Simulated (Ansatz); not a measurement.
Tetragonal deformation path in TiC

Level of theory: DFT PBE, scalar-relativistic, plane waves, PAW (Ansatz 0.2.0). The runs took a 420 eV cutoff, a Γ-centred 26×26×26 mesh and Gaussian smearing (0.15 eV). No spin polarisation. Energies are free energies at this smearing, counted from the undisturbed cell; pressure is positive in compression.

The undisturbed cell (relaxed at this level):

```
Ti C
1.0
     0.00000    2.16646    2.16646
     2.16646    0.00000    2.16646
     2.16646    2.16646    0.00000
Ti C
1 1
Cartesian
  0.0000 0.0000 0.0000
  2.1665 2.1665 2.1665
```

At fixed volume and fractional coordinates, lengths along (0.000, 0.000, 1.000) are scaled against those across it; ρ is that ratio over its starting value. The cell is metallic on the mesh throughout.

```tsv
ρ	ΔE (meV/atom)
0.650	2467.9
0.707	1525.4
0.780	702.2
0.850	267.9
0.920	63.4
0.960	14.4
1.000	0.0
1.050	18.6
1.100	68.6
1.200	242.7
1.300	500.4
1.414	880.7
1.500	1219.2
```

(1) Predict the pressure (GPa) at each point.

## Answers

(1)
```tsv
ρ	pressure (GPa)
0.650	77.8
0.707	55.7
0.780	30.2
0.850	13.0
0.920	3.4
0.960	0.8
1.000	0.0
1.050	1.1
1.100	4.3
1.200	15.2
1.300	31.0
1.414	52.7
1.500	70.8
```

Cost: 13 runs of about 2.1 core-minutes in all, on Intel Xeon 6975P-C (Granite Rapids) (shared hosts).